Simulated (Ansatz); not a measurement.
Band structure of Lu

```
Lu
1.0
     0.00000    3.69329    3.69329
     3.69329    0.00000    3.69329
     3.69329    3.69329    0.00000
Lu
2
Direct
  0.00000 0.00000 0.00000
  0.25000 0.25000 0.25000
```

Atoms are numbered in the order listed.

The cell was built from the diamond type and relaxed in the same program, and has space group Fd-3m; it needn't be a known or the stable phase.

No spin–orbit coupling, which matters for the heavy atoms here.

Method: Ansatz 0.2.0, DFT, PBE, all-electron LAPW, scalar-relativistic.

Sampling and basis: a Γ-centred 11×11×11 k mesh, Fermi–Dirac smearing of 0.03 eV, basis error target 0.5 meV/atom, no spin polarisation.

Points in fractions of the reciprocal vectors of this cell: Γ (0, 0, 0), X (0.5, 0, 0.5), U (0.625, 0.25, 0.625), K (0.375, 0.375, 0.75), L (0.5, 0.5, 0.5), W (0.5, 0.25, 0.75). The path joins them by straight lines in the order Γ–X–U–K–Γ–L–W–X; legs that retrace an earlier one aren't tabulated. Energies are in eV from the Fermi level.

(1) Is there a gap?

(2) List the levels between -20 and 1.5 eV at the symmetry points.

Results:

(1) none: bands cross the Fermi level, a metal.

(2) 
Γ: -6.00, -5.96 (×3), -5.95 (×3), -5.92 (×3), -5.90 (×3), -5.89, -4.47, 0.36 (×2), 0.43 (×3)
X: -5.96 (×2), -5.96 (×4), -5.94 (×2), -5.91 (×2), -5.91 (×4), -1.57 (×2), -0.54 (×2), 0.78 (×2)
U: -5.97, -5.97, -5.96 (×2), -5.95, -5.94, -5.94 (×2), -5.93, -5.92, -5.91 (×2), -5.90 (×2), -1.91, -1.24, -0.62, -0.30, 0.58, 0.98, 1.31
K: -5.97, -5.97, -5.96 (×2), -5.95, -5.94, -5.94 (×2), -5.93, -5.92, -5.91 (×2), -5.90 (×2), -1.91, -1.24, -0.62, -0.30, 0.58, 0.98, 1.31
L: -5.98, -5.96, -5.95 (×5), -5.92 (×3), -5.91 (×2), -5.90 (×2), -2.91, -1.00, 0.23, 0.28 (×2), 0.64 (×2)
W: -5.97 (×2), -5.96 (×2), -5.95 (×2), -5.93 (×2), -5.92 (×2), -5.91 (×2), -5.90 (×2), -1.52 (×2), -0.54 (×2), 0.97 (×2), 1.25 (×2)
